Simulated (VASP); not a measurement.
Sc, 2 atoms in the cell. Symmetry: P6_3/mmc, No. 194, hexagonal system. The conventional cell has a = 3.280 Å, b = 3.280 Å, c = 5.074 Å, α = 90.00°, β = 90.00°, γ = 120.00°. Sc (site symmetry -6m2) is surrounded by 12 Sc at 3.17 to 3.28 Å. 

- Program: VASP 6.6.1
- Task: relaxation of cell and atoms
- Functional: PBEsol
- Potentials or basis: VASP PAW PBE potentials, release 64 (Sc_sv)
- Cutoff: 600 eV
- k mesh: 15 × 15 × 7
- Occupations: methfessel-paxton, width 0.1 eV
- Spin: no spin polarisation
- Further INCAR settings: ALGO = Normal; EDIFF = 1e-07; IBRION = 2; EDIFFG = -0.005; NSW = 90; ISIF = 3

Potentials or basis: VASP PAW PBE potentials, release 64 (Sc_sv).

Command:

```console
$ cat potpaw_PBE.64/Sc_sv/POTCAR > POTCAR
$ mpirun -np 1 vasp_std > vasp.out
```

Hardware: 1 thread of Intel(R) Xeon(R) 6975P-C (Granite Rapids), with other jobs on the host.

Problem. How long does it take, and how much memory?

Solution. Run time: 61 s on 1 thread of Intel(R) Xeon(R) 6975P-C (Granite Rapids), on a shared host, peak memory 0.23 GiB. Counts: scf iterations 19, k points 108, ion steps 2.
